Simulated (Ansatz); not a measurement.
Crystal: TiSe.

```xyz
2
Lattice="0.0000 3.1030 3.1030 3.1030 0.0000 3.1030 3.1030 3.1030 0.0000" Properties=species:S:1:pos:R:3 pbc="T T T"
Ti    0.0000    0.0000    0.0000
Se    1.5515    1.5515    1.5515
```

The cell comes from a database or a generator and needn't be the stable form of this composition.

Base run:

```yaml
Program: Ansatz 0.2.0
Functional: r2SCAN
Potentials_or_basis: Ansatz PAW
Cutoff: "500 eV (not typed: the program's choice for these potentials)"
k_mesh: 8 × 8 × 8
Occupations: fermi-dirac, width 0.05 eV
Spin: no spin polarisation
```

Its results: band gap on the k mesh none (metal or under the smearing width); pressure -11.2 GPa.

The run is repeated on the same cell with these changes: hubbard terms from none to Ti d U = 8 eV; hubbard projectors from none to ortho-atomic (the default). What comes out?

Band gap on the k mesh none (metal or under the smearing width); pressure -6.2 GPa.

Caveats: the PAW data sets come from PBE, with cores solved anew for the run's functional, which leaves a small shift of forces and pressure; U without spin polarisation on a metal has little footing (some runs).
